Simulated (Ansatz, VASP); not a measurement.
# GaSb in two plane-wave programs, part 3 of 4

Wanted: the spread between two codes on one cell, functional and k mesh. The structure shown is the end of the Ansatz relaxation below.

VASP 6.6.1 and Ansatz 0.2.0.

So far. Step 3 (VASP: single point, LDA, pair 1): The run ends at a pressure of 2.24 GPa, with forces up to 2.2e-4 eV/Å.

### 4. Differences

Known differences besides the potentials themselves: the two LDA forms differ slightly; the data sets hold 28 valence electrons in Ansatz (on its PAW soft_1 files) and 18 in VASP; the cutoff is 420 eV in Ansatz and 500 eV in VASP; VASP's log shows a relativistic correction to its local exchange, Ansatz's none; Ansatz's pressure holds a Pulay correction, VASP's none. Total energies have different zeros and are not compared.

Both answers:

| quantity | Ansatz | VASP | difference |
| --- | --- | --- | --- |
| pressure (GPa) | 2.02 | 2.24 | -0.22 |
| gap on the k mesh (eV) | 0.301 | 0.315 | -0.013 |

A gap on the mesh is an upper bound, since the band edges may lie between its points.

### 5. Ansatz: relaxation, LDA

This run makes the geometry at which the two programs are then compared. The cell compared in this pair holds 54.73 Å³, against 53.48 Å³ for the pair before.

The structure compared here is the end of the Ansatz relaxation.

input.yaml

```yaml
crystal:
  lattice:
    - [0.0, 2.9943144558, 3.0245600563]
    - [2.9943144558, 0.0, 3.0245600563]
    - [2.9943144558, 2.9943144558, 0.0]
  atoms:
    - { symbol: Ga, position: [2.30954e-05, 2.30954e-05, 2.30954e-05] }
    - { symbol: Sb, position: [0.7499769046, 0.7499769046, 0.7499769046] }
  conventional_axes: [[-1, 1, 1], [1, -1, 1], [1, 1, -1]]
kpoints:
  mp_grid: { grid: [12, 12, 12], shift: [0.5, 0.5, 0.5] }
hamiltonian:
  xc: lda
  pseudopotentials: { kind: paw, azcp: { folder: soft_1 }, xc_functional: pbe }
scf:
  occupations: { method: gaussian, width: 0.015 }
output:
  forces: true
  stress: true
  eigenvalues: true
relax:
  adjacent_minimum: "off"
  f_tol: 0.001
  max_steps: 60
  cell: { stress_tol: 0.01, fix: [a, b, angles] }
```

The run is started by

```sh
$ ansatz run input.yaml --threads 4 --pin off --max-ram 10240MiB --backend cpu --events-out ev --progress --plain --runs-dir out
```

Numbers of over 12 decimals in the logs are rounded to 6 here.

Log:

```text
[...]
Crystal: 2 atoms, lattice volume = 54.236 Å³
Basis set: ecut = 420 eV, 1067 PW (Γ)
Bands: 18, of which v1, the nominal top of the filled ones, is band 14 counted from 1 (13 counted from 0)
Symmetry: 2 space group operations
[...]
k-points: 468 of 1728 (time reversal used)
[...]
k-point 467: bands = [... 10 lower, -1.9738, 1.5079, 6.2277, 6.7448, 9.1064, 11.7298, 12.0638, 14.8143]
--- Relaxed structure (3 steps of the walk, 3 accepted, 1 SCFs on fresh bases) ---
[...]
cell:  # Å, volume = 54.7311 Å³
    - [0, 2.9943144558, 3.052173]
    - [2.9943144558, 0, 3.052173]
    - [2.9943144558, 2.9943144558, 0]
  atoms:
[...]
- { symbol: Sb, position: [0.749984, 0.749984, 0.749990] }
[key lines of the parts left out:]
SCF converged after 7 iterations
Free energy (F): -10043.119734 eV
Fermi energy:    8.294607 eV
P = ⅓ Tr σ = 0.6222 GPa (6.222 kbar)
```

### 6. VASP: single point, LDA, pair 2

The same cell, functional (in two slightly different forms), mesh and smearing now go to VASP, with its own data sets.

INCAR

```
SYSTEM = GaSb
PREC = Accurate
ENCUT = 500
EDIFF = 1E-06
NELM = 120
ISMEAR = 0
SIGMA = 0.015
LREAL = .FALSE.
ALGO = Normal
GGA = CA
NBANDS = 15
LORBIT = 11
LWAVE = .FALSE.
LCHARG = .FALSE.
ISIF = 2
ISYM = 2
LASPH = .TRUE.
GGA_COMPAT = .FALSE.
EFERMI = MIDGAP
KPAR = 2
```

POSCAR

```
GaSb
1.0
    0.0000000000      2.9943144558      3.0521729234
    2.9943144558      0.0000000000      3.0521729234
    2.9943144558      2.9943144558      0.0000000000
Ga Sb
1 1
Direct
    0.0000164794      0.0000164794      0.0000095160
    0.7499835206      0.7499835206      0.7499904840
```

KPOINTS

```
Points of the shifted mesh
1728
Reciprocal
 0.0416666667  0.0416666667  0.0416666667 1
 0.0416666667  0.0416666667  0.1250000000 1
 0.0416666667  0.0416666667  0.2083333333 1
 0.0416666667  0.0416666667  0.2916666667 1
 0.0416666667  0.0416666667  0.3750000000 1
 0.0416666667  0.0416666667  0.4583333333 1
 0.0416666667  0.0416666667  0.5416666667 1
 0.0416666667  0.0416666667  0.6250000000 1
 0.0416666667  0.0416666667  0.7083333333 1
 0.0416666667  0.0416666667  0.7916666667 1
 0.0416666667  0.0416666667  0.8750000000 1
 0.0416666667  0.0416666667  0.9583333333 1
 0.0416666667  0.1250000000  0.0416666667 1
 0.0416666667  0.1250000000  0.1250000000 1
 0.0416666667  0.1250000000  0.2083333333 1
 0.0416666667  0.1250000000  0.2916666667 1
 0.0416666667  0.1250000000  0.3750000000 1
 0.0416666667  0.1250000000  0.4583333333 1
 0.0416666667  0.1250000000  0.5416666667 1
 0.0416666667  0.1250000000  0.6250000000 1
 0.0416666667  0.1250000000  0.7083333333 1
 0.0416666667  0.1250000000  0.7916666667 1
 0.0416666667  0.1250000000  0.8750000000 1
 0.0416666667  0.1250000000  0.9583333333 1
 0.0416666667  0.2083333333  0.0416666667 1
 0.0416666667  0.2083333333  0.1250000000 1
 0.0416666667  0.2083333333  0.2083333333 1
 0.0416666667  0.2083333333  0.2916666667 1
 0.0416666667  0.2083333333  0.3750000000 1
 0.0416666667  0.2083333333  0.4583333333 1
 0.0416666667  0.2083333333  0.5416666667 1
 0.0416666667  0.2083333333  0.6250000000 1
 0.0416666667  0.2083333333  0.7083333333 1
 0.0416666667  0.2083333333  0.7916666667 1
 0.0416666667  0.2083333333  0.8750000000 1
 0.0416666667  0.2083333333  0.9583333333 1
 0.0416666667  0.2916666667  0.0416666667 1
 0.0416666667  0.2916666667  0.1250000000 1
 0.0416666667  0.2916666667  0.2083333333 1
 0.0416666667  0.2916666667  0.2916666667 1
 0.0416666667  0.2916666667  0.3750000000 1
 0.0416666667  0.2916666667  0.4583333333 1
 0.0416666667  0.2916666667  0.5416666667 1
 0.0416666667  0.2916666667  0.6250000000 1
 0.0416666667  0.2916666667  0.7083333333 1
 0.0416666667  0.2916666667  0.7916666667 1
 0.0416666667  0.2916666667  0.8750000000 1
 0.0416666667  0.2916666667  0.9583333333 1
 0.0416666667  0.3750000000  0.0416666667 1
 0.0416666667  0.3750000000  0.1250000000 1
 0.0416666667  0.3750000000  0.2083333333 1
 0.0416666667  0.3750000000  0.2916666667 1
 0.0416666667  0.3750000000  0.3750000000 1
 0.0416666667  0.3750000000  0.4583333333 1
 0.0416666667  0.3750000000  0.5416666667 1
 0.0416666667  0.3750000000  0.6250000000 1
 0.0416666667  0.3750000000  0.7083333333 1
 0.0416666667  0.3750000000  0.7916666667 1
 0.0416666667  0.3750000000  0.8750000000 1
 0.0416666667  0.3750000000  0.9583333333 1
 0.0416666667  0.4583333333  0.0416666667 1
 0.0416666667  0.4583333333  0.1250000000 1
 0.0416666667  0.4583333333  0.2083333333 1
 0.0416666667  0.4583333333  0.2916666667 1
 0.0416666667  0.4583333333  0.3750000000 1
 0.0416666667  0.4583333333  0.4583333333 1
 0.0416666667  0.4583333333  0.5416666667 1
 0.0416666667  0.4583333333  0.6250000000 1
 0.0416666667  0.4583333333  0.7083333333 1
 0.0416666667  0.4583333333  0.7916666667 1
 0.0416666667  0.4583333333  0.8750000000 1
 0.0416666667  0.4583333333  0.9583333333 1
 0.0416666667  0.5416666667  0.0416666667 1
 0.0416666667  0.5416666667  0.1250000000 1
 0.0416666667  0.5416666667  0.2083333333 1
 0.0416666667  0.5416666667  0.2916666667 1
 0.0416666667  0.5416666667  0.3750000000 1
 0.0416666667  0.5416666667  0.4583333333 1
 0.0416666667  0.5416666667  0.5416666667 1
 0.0416666667  0.5416666667  0.6250000000 1
 0.0416666667  0.5416666667  0.7083333333 1
 0.0416666667  0.5416666667  0.7916666667 1
 0.0416666667  0.5416666667  0.8750000000 1
 0.0416666667  0.5416666667  0.9583333333 1
 0.0416666667  0.6250000000  0.0416666667 1
 0.0416666667  0.6250000000  0.1250000000 1
 0.0416666667  0.6250000000  0.2083333333 1
 0.0416666667  0.6250000000  0.2916666667 1
 0.0416666667  0.6250000000  0.3750000000 1
 0.0416666667  0.6250000000  0.4583333333 1
 0.0416666667  0.6250000000  0.5416666667 1
 0.0416666667  0.6250000000  0.6250000000 1
 0.0416666667  0.6250000000  0.7083333333 1
 0.0416666667  0.6250000000  0.7916666667 1
 0.0416666667  0.6250000000  0.8750000000 1
 0.0416666667  0.6250000000  0.9583333333 1
 0.0416666667  0.7083333333  0.0416666667 1
 0.0416666667  0.7083333333  0.1250000000 1
 0.0416666667  0.7083333333  0.2083333333 1
 0.0416666667  0.7083333333  0.2916666667 1
 0.0416666667  0.7083333333  0.3750000000 1
 0.0416666667  0.7083333333  0.4583333333 1
 0.0416666667  0.7083333333  0.5416666667 1
 0.0416666667  0.7083333333  0.6250000000 1
 0.0416666667  0.7083333333  0.7083333333 1
 0.0416666667  0.7083333333  0.7916666667 1
 0.0416666667  0.7083333333  0.8750000000 1
 0.0416666667  0.7083333333  0.9583333333 1
 0.0416666667  0.7916666667  0.0416666667 1
 0.0416666667  0.7916666667  0.1250000000 1
 0.0416666667  0.7916666667  0.2083333333 1
 0.0416666667  0.7916666667  0.2916666667 1
[... 1390 lines left out ...]
 0.8750000000  0.4583333333  0.1250000000 1
 0.8750000000  0.4583333333  0.2083333333 1
 0.8750000000  0.4583333333  0.2916666667 1
 0.8750000000  0.4583333333  0.3750000000 1
 0.8750000000  0.4583333333  0.4583333333 1
 0.8750000000  0.4583333333  0.5416666667 1
 0.8750000000  0.4583333333  0.6250000000 1
 0.8750000000  0.4583333333  0.7083333333 1
 0.8750000000  0.4583333333  0.7916666667 1
 0.8750000000  0.4583333333  0.8750000000 1
 0.8750000000  0.4583333333  0.9583333333 1
 0.8750000000  0.5416666667  0.0416666667 1
 0.8750000000  0.5416666667  0.1250000000 1
 0.8750000000  0.5416666667  0.2083333333 1
 0.8750000000  0.5416666667  0.2916666667 1
 0.8750000000  0.5416666667  0.3750000000 1
 0.8750000000  0.5416666667  0.4583333333 1
 0.8750000000  0.5416666667  0.5416666667 1
 0.8750000000  0.5416666667  0.6250000000 1
 0.8750000000  0.5416666667  0.7083333333 1
 0.8750000000  0.5416666667  0.7916666667 1
 0.8750000000  0.5416666667  0.8750000000 1
 0.8750000000  0.5416666667  0.9583333333 1
 0.8750000000  0.6250000000  0.0416666667 1
 0.8750000000  0.6250000000  0.1250000000 1
 0.8750000000  0.6250000000  0.2083333333 1
 0.8750000000  0.6250000000  0.2916666667 1
 0.8750000000  0.6250000000  0.3750000000 1
 0.8750000000  0.6250000000  0.4583333333 1
 0.8750000000  0.6250000000  0.5416666667 1
 0.8750000000  0.6250000000  0.6250000000 1
 0.8750000000  0.6250000000  0.7083333333 1
 0.8750000000  0.6250000000  0.7916666667 1
 0.8750000000  0.6250000000  0.8750000000 1
 0.8750000000  0.6250000000  0.9583333333 1
 0.8750000000  0.7083333333  0.0416666667 1
 0.8750000000  0.7083333333  0.1250000000 1
 0.8750000000  0.7083333333  0.2083333333 1
 0.8750000000  0.7083333333  0.2916666667 1
 0.8750000000  0.7083333333  0.3750000000 1
 0.8750000000  0.7083333333  0.4583333333 1
 0.8750000000  0.7083333333  0.5416666667 1
 0.8750000000  0.7083333333  0.6250000000 1
 0.8750000000  0.7083333333  0.7083333333 1
 0.8750000000  0.7083333333  0.7916666667 1
 0.8750000000  0.7083333333  0.8750000000 1
 0.8750000000  0.7083333333  0.9583333333 1
 0.8750000000  0.7916666667  0.0416666667 1
 0.8750000000  0.7916666667  0.1250000000 1
 0.8750000000  0.7916666667  0.2083333333 1
 0.8750000000  0.7916666667  0.2916666667 1
 0.8750000000  0.7916666667  0.3750000000 1
 0.8750000000  0.7916666667  0.4583333333 1
 0.8750000000  0.7916666667  0.5416666667 1
 0.8750000000  0.7916666667  0.6250000000 1
 0.8750000000  0.7916666667  0.7083333333 1
 0.8750000000  0.7916666667  0.7916666667 1
 0.8750000000  0.7916666667  0.8750000000 1
 0.8750000000  0.7916666667  0.9583333333 1
 0.8750000000  0.8750000000  0.0416666667 1
 0.8750000000  0.8750000000  0.1250000000 1
 0.8750000000  0.8750000000  0.2083333333 1
 0.8750000000  0.8750000000  0.2916666667 1
 0.8750000000  0.8750000000  0.3750000000 1
 0.8750000000  0.8750000000  0.4583333333 1
 0.8750000000  0.8750000000  0.5416666667 1
 0.8750000000  0.8750000000  0.6250000000 1
 0.8750000000  0.8750000000  0.7083333333 1
 0.8750000000  0.8750000000  0.7916666667 1
 0.8750000000  0.8750000000  0.8750000000 1
 0.8750000000  0.8750000000  0.9583333333 1
 0.8750000000  0.9583333333  0.0416666667 1
 0.8750000000  0.9583333333  0.1250000000 1
 0.8750000000  0.9583333333  0.2083333333 1
 0.8750000000  0.9583333333  0.2916666667 1
 0.8750000000  0.9583333333  0.3750000000 1
 0.8750000000  0.9583333333  0.4583333333 1
 0.8750000000  0.9583333333  0.5416666667 1
 0.8750000000  0.9583333333  0.6250000000 1
 0.8750000000  0.9583333333  0.7083333333 1
 0.8750000000  0.9583333333  0.7916666667 1
 0.8750000000  0.9583333333  0.8750000000 1
 0.8750000000  0.9583333333  0.9583333333 1
 0.9583333333  0.0416666667  0.0416666667 1
 0.9583333333  0.0416666667  0.1250000000 1
 0.9583333333  0.0416666667  0.2083333333 1
 0.9583333333  0.0416666667  0.2916666667 1
 0.9583333333  0.0416666667  0.3750000000 1
 0.9583333333  0.0416666667  0.4583333333 1
 0.9583333333  0.0416666667  0.5416666667 1
 0.9583333333  0.0416666667  0.6250000000 1
 0.9583333333  0.0416666667  0.7083333333 1
 0.9583333333  0.0416666667  0.7916666667 1
 0.9583333333  0.0416666667  0.8750000000 1
 0.9583333333  0.0416666667  0.9583333333 1
 0.9583333333  0.1250000000  0.0416666667 1
 0.9583333333  0.1250000000  0.1250000000 1
 0.9583333333  0.1250000000  0.2083333333 1
 0.9583333333  0.1250000000  0.2916666667 1
 0.9583333333  0.1250000000  0.3750000000 1
 0.9583333333  0.1250000000  0.4583333333 1
 0.9583333333  0.1250000000  0.5416666667 1
 0.9583333333  0.1250000000  0.6250000000 1
 0.9583333333  0.1250000000  0.7083333333 1
 0.9583333333  0.1250000000  0.7916666667 1
 0.9583333333  0.1250000000  0.8750000000 1
 0.9583333333  0.1250000000  0.9583333333 1
 0.9583333333  0.2083333333  0.0416666667 1
 0.9583333333  0.2083333333  0.1250000000 1
 0.9583333333  0.2083333333  0.2083333333 1
 0.9583333333  0.2083333333  0.2916666667 1
 0.9583333333  0.2083333333  0.3750000000 1
 0.9583333333  0.2083333333  0.4583333333 1
 0.9583333333  0.2083333333  0.5416666667 1
 0.9583333333  0.2083333333  0.6250000000 1
 0.9583333333  0.2083333333  0.7083333333 1
 0.9583333333  0.2083333333  0.7916666667 1
 0.9583333333  0.2083333333  0.8750000000 1
 0.9583333333  0.2083333333  0.9583333333 1
 0.9583333333  0.2916666667  0.0416666667 1
 0.9583333333  0.2916666667  0.1250000000 1
 0.9583333333  0.2916666667  0.2083333333 1
 0.9583333333  0.2916666667  0.2916666667 1
 0.9583333333  0.2916666667  0.3750000000 1
 0.9583333333  0.2916666667  0.4583333333 1
 0.9583333333  0.2916666667  0.5416666667 1
 0.9583333333  0.2916666667  0.6250000000 1
 0.9583333333  0.2916666667  0.7083333333 1
 0.9583333333  0.2916666667  0.7916666667 1
 0.9583333333  0.2916666667  0.8750000000 1
 0.9583333333  0.2916666667  0.9583333333 1
 0.9583333333  0.3750000000  0.0416666667 1
 0.9583333333  0.3750000000  0.1250000000 1
 0.9583333333  0.3750000000  0.2083333333 1
 0.9583333333  0.3750000000  0.2916666667 1
 0.9583333333  0.3750000000  0.3750000000 1
 0.9583333333  0.3750000000  0.4583333333 1
 0.9583333333  0.3750000000  0.5416666667 1
 0.9583333333  0.3750000000  0.6250000000 1
 0.9583333333  0.3750000000  0.7083333333 1
 0.9583333333  0.3750000000  0.7916666667 1
 0.9583333333  0.3750000000  0.8750000000 1
 0.9583333333  0.3750000000  0.9583333333 1
 0.9583333333  0.4583333333  0.0416666667 1
 0.9583333333  0.4583333333  0.1250000000 1
 0.9583333333  0.4583333333  0.2083333333 1
 0.9583333333  0.4583333333  0.2916666667 1
 0.9583333333  0.4583333333  0.3750000000 1
 0.9583333333  0.4583333333  0.4583333333 1
 0.9583333333  0.4583333333  0.5416666667 1
 0.9583333333  0.4583333333  0.6250000000 1
 0.9583333333  0.4583333333  0.7083333333 1
 0.9583333333  0.4583333333  0.7916666667 1
 0.9583333333  0.4583333333  0.8750000000 1
 0.9583333333  0.4583333333  0.9583333333 1
 0.9583333333  0.5416666667  0.0416666667 1
 0.9583333333  0.5416666667  0.1250000000 1
 0.9583333333  0.5416666667  0.2083333333 1
 0.9583333333  0.5416666667  0.2916666667 1
 0.9583333333  0.5416666667  0.3750000000 1
 0.9583333333  0.5416666667  0.4583333333 1
 0.9583333333  0.5416666667  0.5416666667 1
 0.9583333333  0.5416666667  0.6250000000 1
 0.9583333333  0.5416666667  0.7083333333 1
 0.9583333333  0.5416666667  0.7916666667 1
 0.9583333333  0.5416666667  0.8750000000 1
 0.9583333333  0.5416666667  0.9583333333 1
 0.9583333333  0.6250000000  0.0416666667 1
 0.9583333333  0.6250000000  0.1250000000 1
 0.9583333333  0.6250000000  0.2083333333 1
 0.9583333333  0.6250000000  0.2916666667 1
 0.9583333333  0.6250000000  0.3750000000 1
 0.9583333333  0.6250000000  0.4583333333 1
 0.9583333333  0.6250000000  0.5416666667 1
 0.9583333333  0.6250000000  0.6250000000 1
 0.9583333333  0.6250000000  0.7083333333 1
 0.9583333333  0.6250000000  0.7916666667 1
 0.9583333333  0.6250000000  0.8750000000 1
 0.9583333333  0.6250000000  0.9583333333 1
 0.9583333333  0.7083333333  0.0416666667 1
 0.9583333333  0.7083333333  0.1250000000 1
 0.9583333333  0.7083333333  0.2083333333 1
 0.9583333333  0.7083333333  0.2916666667 1
 0.9583333333  0.7083333333  0.3750000000 1
 0.9583333333  0.7083333333  0.4583333333 1
 0.9583333333  0.7083333333  0.5416666667 1
 0.9583333333  0.7083333333  0.6250000000 1
 0.9583333333  0.7083333333  0.7083333333 1
 0.9583333333  0.7083333333  0.7916666667 1
 0.9583333333  0.7083333333  0.8750000000 1
 0.9583333333  0.7083333333  0.9583333333 1
 0.9583333333  0.7916666667  0.0416666667 1
 0.9583333333  0.7916666667  0.1250000000 1
 0.9583333333  0.7916666667  0.2083333333 1
 0.9583333333  0.7916666667  0.2916666667 1
 0.9583333333  0.7916666667  0.3750000000 1
 0.9583333333  0.7916666667  0.4583333333 1
 0.9583333333  0.7916666667  0.5416666667 1
 0.9583333333  0.7916666667  0.6250000000 1
 0.9583333333  0.7916666667  0.7083333333 1
 0.9583333333  0.7916666667  0.7916666667 1
 0.9583333333  0.7916666667  0.8750000000 1
 0.9583333333  0.7916666667  0.9583333333 1
 0.9583333333  0.8750000000  0.0416666667 1
 0.9583333333  0.8750000000  0.1250000000 1
 0.9583333333  0.8750000000  0.2083333333 1
 0.9583333333  0.8750000000  0.2916666667 1
 0.9583333333  0.8750000000  0.3750000000 1
 0.9583333333  0.8750000000  0.4583333333 1
 0.9583333333  0.8750000000  0.5416666667 1
 0.9583333333  0.8750000000  0.6250000000 1
 0.9583333333  0.8750000000  0.7083333333 1
 0.9583333333  0.8750000000  0.7916666667 1
 0.9583333333  0.8750000000  0.8750000000 1
 0.9583333333  0.8750000000  0.9583333333 1
 0.9583333333  0.9583333333  0.0416666667 1
 0.9583333333  0.9583333333  0.1250000000 1
 0.9583333333  0.9583333333  0.2083333333 1
 0.9583333333  0.9583333333  0.2916666667 1
 0.9583333333  0.9583333333  0.3750000000 1
 0.9583333333  0.9583333333  0.4583333333 1
 0.9583333333  0.9583333333  0.5416666667 1
 0.9583333333  0.9583333333  0.6250000000 1
 0.9583333333  0.9583333333  0.7083333333 1
 0.9583333333  0.9583333333  0.7916666667 1
 0.9583333333  0.9583333333  0.8750000000 1
 0.9583333333  0.9583333333  0.9583333333 1
```

PAW data sets: Ga_d and Sb (LDA family, release 64).

The run is started by

```sh
$ mpirun -np 2 vasp_std
```

Log:

```text
[... set-up lines as in an earlier step ...]
 entering main loop
       N       E                     dE             d eps       ncg     rms          rms(c)
DAV:   1     0.815658311842E+02    0.81566E+02   -0.85352E+03 52408   0.146E+03
DAV:   2    -0.243574874594E+01   -0.84002E+02   -0.81114E+02 60870   0.304E+02
DAV:   3    -0.868702348974E+01   -0.62513E+01   -0.62344E+01 61829   0.683E+01
DAV:   4    -0.879947119168E+01   -0.11245E+00   -0.11243E+00 64206   0.103E+01
[...]
DAV:  10    -0.867064388549E+01    0.77224E-05   -0.17695E-05 67057   0.370E-02    0.141E-02
DAV:  11    -0.867064602582E+01   -0.21403E-05   -0.44149E-06 59939   0.194E-02    0.528E-03
DAV:  12    -0.867064599003E+01    0.35793E-07   -0.20503E-07 38387   0.351E-03
   1 F= -.86706460E+01 E0= -.86706460E+01  d E =-.146882E-80
```

From OUTCAR (step 6):

```text
  Total        0.3872134      0.3872134      0.0689486     -0.0021222     -0.0016425     -0.0016425
  in kB       11.3351427     11.3351427      2.0183748     -0.0621237     -0.0480812     -0.0480824
  external PRESSURE =       8.2295534 kB  Pullay stress =       0.0000000 kB

 POSITION                                       TOTAL-FORCE (eV/Angst)
 -----------------------------------------------------------------------------------
      0.00008      0.00008      0.00010        -0.000170     -0.000170     -0.000231
      4.49139      4.49139      4.57816         0.000170      0.000170      0.000231
 -----------------------------------------------------------------------------------
    total drift:                               -0.000001     -0.000001      0.000003

  FREE ENERGIE OF THE ION-ELECTRON SYSTEM (eV)
  ---------------------------------------------------
  free  energy   TOTEN  =        -8.6706459900 eV

  energy  without entropy=       -8.6706459900  energy(sigma->0) =       -8.67064599

[... 1 part as in an earlier step ...]

[... 2 further parts left out ...]
[key lines of the parts left out:]
E-fermi :   5.3553
```

The run ends at a pressure of 0.82 GPa, with forces up to 3.3e-4 eV/Å.

### 7. Comparison

What differs besides the data sets and the points named for the pairs above, as far as they apply: the data sets hold 28 valence electrons in Ansatz (on its PAW soft_1 files) and 18 in VASP. Total energies have different zeros and are not compared.

The two programs side by side:

```
              quantity  Ansatz   VASP  difference
        pressure (GPa)    0.62   0.82       -0.20
gap on the k mesh (eV)   0.383  0.397      -0.014
```

A gap on the mesh is an upper bound, since the band edges may lie between its points.

(Continued in part 4 of 4.)

[Lines on the potential files, build, host, timing and source positions are cut from VASP's logs without a mark.]

[Logs are printed without paths, hosts, clocks, repeated set-up lines and the standing remarks that a program may print on its own settings, such as how far it seeks lower states.]

[Hosts, paths, dates, database ids (printed as entryN), source tags and the programs' standing remarks are cut or masked in the printed files.]
